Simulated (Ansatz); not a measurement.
# WSe$_{2}$: frozen-core PAW against all-electron methods

```
W Se
1.0
     3.22420    0.00000    0.00000
    -1.61210    2.79224    0.00000
     0.00000    0.00000   12.97000
W Se
2 4
Cartesian
  0.0000 1.8615 3.2425
  1.6121 0.9307 9.7275
  0.0000 1.8615 8.0544
  1.6121 0.9307 1.5694
  0.0000 1.8615 11.4006
  1.6121 0.9307 4.9156
```

Atoms are numbered in the order listed.

The cell is COD entry 9009146, as deposited and not checked against the literature; nothing was relaxed. The listed cell was then made from it by scaling, straining or moving an atom.

No spin–orbit coupling, which matters for the heavy atoms here.

Methods: DFT, PBEsol, PAW with Ansatz's default frozen-core files, scalar-relativistic (Ansatz 0.2.0); DFT, PBEsol, all-electron PAW with datasets made for the crystal, scalar-relativistic (Ansatz 0.2.0); DFT, PBEsol, all-electron LAPW, scalar-relativistic (Ansatz 0.2.0).

For PAW: a Γ-centred 11×11×3 k mesh, Fermi–Dirac smearing of 0.08 eV, cutoff 420 eV, no spin polarisation; the PAW files were made with PBE, and the program remakes their frozen cores for this functional. The crystal-made all-electron datasets (AE datasets) take a cutoff of 300 eV at this cell. LAPW targets a basis error of 0.5 meV/atom. The Ansatz runs share mesh, smearing and spin set-up. Plane-wave (PAW) pressures include the program's estimate of the Pulay term.

Stress and pressure are positive in compression.

The change that made this cell: equal xx and yy strain of -2 %.

```tsv
quantity	PAW	AE datasets	LAPW
pressure (GPa)	4.52	4.55	4.55
stress xx (GPa)	4.89	4.93	4.93
stress zz (GPa)	3.77	3.80	3.80
force on Se3, z (eV/Å)	-0.323	-0.326	-0.326
band gap (eV)	0.941	0.942	0.942
```
